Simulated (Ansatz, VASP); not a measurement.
## Two plane-wave programs on PbS (Galena)

```xyz
2
Lattice="0.0000 2.9657 2.9657 2.9657 0.0000 2.9657 2.9657 2.9657 0.0000" Properties=species:S:1:pos:R:3 pbc="T T T"
Pb    0.0000    0.0000    0.0000
S     2.9657    2.9657    2.9657
```

Alike in both runs: task single point; functional PBE; k mesh 8 × 8 × 8; occupations gaussian, width 0.1 eV; no spin polarisation.

```csv
,VASP,Ansatz
version,VASP 6.6.1,Ansatz 0.2.0
potentials or method,"VASP PAW PBE potentials, release 64 (Pb_d, S)",Ansatz PAW
plane-wave cutoff (eV),520,420
valence electrons in the cell,20,20
```

Ansatz gave:

- gap on the k mesh at the Fermi level (eV): 0.36
- least direct gap on the mesh (eV): 0.36
- pressure (GPa): 2.2

Q: What did VASP give for the same quantities?

A: gap on the k mesh at the Fermi level (eV): 0.36; least direct gap on the mesh (eV): 0.36; pressure (GPa): 2.1.

With one functional, cell and mesh, what is left measures potentials, basis and numerics.

Caveats: spin-orbit coupling is left out, which as a rule narrows the gap of such compounds by several tenths of an eV. A k mesh can miss the band edges.
